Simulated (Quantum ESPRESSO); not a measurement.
The system is CdS (Hawleyite).

```
CELL_PARAMETERS angstrom
0.00000 2.91650 2.91650
2.91650 0.00000 2.91650
2.91650 2.91650 0.00000
ATOMIC_POSITIONS crystal
Cd 0.00000 0.00000 0.00000
S 0.75000 0.75000 0.75000
```

Base run:

| Quantity | Value |
| --- | --- |
| Program | Quantum ESPRESSO 7.5 |
| Functional | PBE |
| Potentials or basis | SSSP 1.3 efficiency PBE |
| Cutoff | 816 eV |
| Density cutoff | 6531 eV |
| k mesh | 8 × 8 × 8 |
| Occupations | fermi-dirac, width 0.05 eV |
| Spin | no spin polarisation |

Its results: band gap on the k mesh 1.12 eV, direct; pressure 2.9 GPa.

**Question.** The run is repeated on the same cell with these changes: functional from PBE to EV93; occupations from fermi-dirac, width 0.05 eV to fermi-dirac, width 0.025 eV. What comes out?

**Answer.** Band gap on the k mesh 1.95 eV, direct; pressure 17.5 GPa.

Caveats: the potentials were made for another functional, which shifts forces and pressure (some runs); the potentials were made for a functional far from this one (some runs); so large a pressure means that the cell lies far from this level's equilibrium, or that cutoff or potentials fall short (some runs).
